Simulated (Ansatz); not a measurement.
**Relaxation of CsSnI3**

Method: Ansatz 0.2.0, DFT PBEsol, scalar-relativistic, plane waves, PAW. (420 eV cutoff, 6×6×6 k-mesh, Gaussian smearing of 0.01 eV, no spin polarisation)

What was changed: uniaxial strain along c, with a, b and atoms relaxed: -4.0 %.

Command:

```bash
ansatz run input.yaml --threads 1 --pin off --max-ram 2560MiB --backend cpu --events-out ev --progress --plain --runs-dir out
```

Input:

```yaml
crystal:
  lattice:
    - [6.1954120886, 0.0, 0.0]
    - [0.0, 6.1954120886, 0.0]
    - [0.0, 0.0, 5.8887085198]
  atoms:
    - { symbol: Cs, position: [0.0, 0.0, 0.0] }
    - { symbol: Sn, position: [0.5, 0.5, 0.5] }
    - { symbol: I, position: [0.0, 0.5, 0.5] }
    - { symbol: I, position: [0.5, 0.0, 0.5] }
    - { symbol: I, position: [0.5, 0.5, 0.0] }
basis:
  ecutwfc: 420
kpoints:
  mp_grid: { grid: [6, 6, 6] }
hamiltonian:
  xc: pbesol
scf:
  occupations: { method: gaussian, width: 0.01 }
output:
  forces: true
  stress: true
  eigenvalues: true
relax:
  adjacent_minimum: "off"
  f_tol: 0.008
  max_steps: 40
  cell: { stress_tol: 0.015, fix: [c, angles] }
```

F is the free energy. Steps run on the plane waves of an earlier cell, but the last one, and at times one on the way, on a freshly chosen basis, so a repeated geometry can differ a little in energy. The held parts of the cell keep their stress, so P needn't end at zero.

Steps:

```
step F − F(1) (eV) largest force component (eV/Å) V (Å³/atom) P (GPa)
   1         0.0000                           0.000       45.205     0.52
   2        -0.0018                           0.000       44.960     0.62
   3        -0.0026                           0.000       44.679     0.73
   4        -0.0023                           0.000       44.679     0.73
```

Relaxed structure:

```cif
data_structure
_symmetry_space_group_name_H-M 'P 1'
_symmetry_Int_Tables_number 1
_cell_length_a 6.1592
_cell_length_b 6.1592
_cell_length_c 5.8887
_cell_angle_alpha 90.000
_cell_angle_beta 90.000
_cell_angle_gamma 90.000
_cell_volume 223.39
loop_
_atom_site_label
_atom_site_type_symbol
_atom_site_fract_x
_atom_site_fract_y
_atom_site_fract_z
_atom_site_occupancy
Cs1 Cs 0.00000 0.00000 0.00000 1
Sn1 Sn 0.50000 0.50000 0.50000 1
I1 I 0.00000 0.50000 0.50000 1
I2 I 0.50000 0.00000 0.50000 1
I3 I 0.50000 0.50000 0.00000 1
```

It takes space group P4/mmm (No. 123, tetragonal). Conventional cell: a = 6.159 Å, b = 6.159 Å, c = 5.889 Å, α = 90.00°, β = 90.00°, γ = 90.00°. Around Cs (site symmetry 4/mmm) lie 12 I at 4.26 to 4.36 Å. Around Sn (site symmetry 4/mmm) lie 6 I at 2.94 to 3.08 Å. I (site symmetry mmm) has 2 Sn at 3.08 Å as nearest neighbours. I (site symmetry 4/mmm) has 2 Sn at 2.94 Å as nearest neighbours.

The run converged. Time: 64 s on 1 thread of Intel(R) Xeon(R) Platinum 8488C (Sapphire Rapids), on a shared host, peak memory 0.72 GiB.